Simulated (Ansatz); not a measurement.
**What a change of settings does to a run on PbS**

The structure comes from a relaxation in the same program, started in the rocksalt type. Whether it is a known phase or the ground state wasn't checked. The listed cell was then made from it by scaling, straining or moving an atom.

First run: DFT, PBE, all-electron LAPW, scalar-relativistic (Ansatz 0.2.0).

Command: `ansatz run input.yaml --threads 1 --pin off --max-ram 2048MiB --backend cpu --events-out ev --progress --plain --runs-dir out` The run took about 28 s on 1 thread of a shared machine.

```yaml
crystal:
  lattice:
    - [0.0, 2.9601963158, 3.0943992761]
    - [2.9601963158, 0.0, 3.0943992761]
    - [2.9601963158, 2.9601963158, 0.0]
  atoms:
    - { symbol: Pb, position: [0.0, 0.0, 0.0] }
    - { symbol: S, position: [0.5, 0.5, 0.5] }
kpoints:
  mp_grid: { grid: [12, 12, 12] }
scf:
  occupations: { method: fermi_dirac, width: 0.05 }
hamiltonian:
  xc: pbe
  pseudopotentials: { kind: all_electron, lapw: { basis_error: 0.00025 } }
output:
  forces: true
  stress: true
  eigenvalues: true
```

Result: converged; pressure 0.29 GPa; gap on the k mesh 0.45 eV; 8 SCF iterations.

No spin–orbit coupling, which matters for the heavy atoms here.

The input is then changed:

```diff
@@ -18,3 +18,5 @@
   stress: true
   eigenvalues: true
+basis:
+  xc_grid: 3
```

(1) Predict the outcome of the changed run.

## Answers

(1) It converged; energy at zero smearing 0.0 meV/atom from the first run; pressure 0.29 GPa; gap on the k mesh 0.45 eV; 8 SCF iterations.
